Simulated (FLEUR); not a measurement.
The system is Te.

```
Te
1.0
     4.45400    0.00000    0.00000
    -2.22700    3.85728    0.00000
     0.00000    0.00000    5.92400
Te
3
Direct
  0.73100 0.73100 0.00000
  0.00000 0.26900 0.66667
  0.26900 0.00000 0.33333
```

| Quantity | Value |
| --- | --- |
| Program | FLEUR MaX-R8.1 (later development tree) |
| Task | single point |
| Functional | PBEsol |
| Potentials or basis | all-electron |
| Basis | FLAPW |
| Kmax | 4.1 1/bohr |
| k mesh | 7 × 7 × 5 |
| Occupations | fermi-dirac, width 0.05 eV |
| Spin | no spin polarisation |
| Gmax | 12.7 1/bohr |
| Muffin-tin radii | Te 2.43 bohr |
| lmax | Te 10 |
| lnonsphr | Te 10 |
| Local orbitals a species | Te 6 |
| Max iterations | 60 |
| Mixing factor | 0.05 |
| Mixer | Anderson |
| Mixer history | 15 |

On this cell: largest force 0.102 eV/Å; band gap on the k mesh 0.59 eV, indirect (least direct gap 0.77 eV).

The same run follows on a disturbed copy (atoms moved at random, drawn with an rms of 0.05 Å):

```
Te
1.0
     4.45400    0.00000    0.00000
    -2.22700    3.85728    0.00000
     0.00000    0.00000    5.92400
Te
3
Direct
  0.72636 0.72628 0.99901
  0.00652 0.27843 0.67379
  0.27379 0.01099 0.33305
```

Task: What does the disturbed cell give?

Result: The energy moves by +1.2 meV/atom; largest force 0.190 eV/Å; band gap on the k mesh 0.45 eV, indirect (least direct gap 0.69 eV).

Forces on the atoms (eV/Å):
```
Te  -0.009  0.041  0.121
Te  -0.047  0.022 -0.183
Te   0.056 -0.063  0.062
```

Caveats: spin-orbit coupling is left out, which moves the levels of the heavy elements; an odd mesh through Γ misses points on the zone boundary, where band edges often lie.
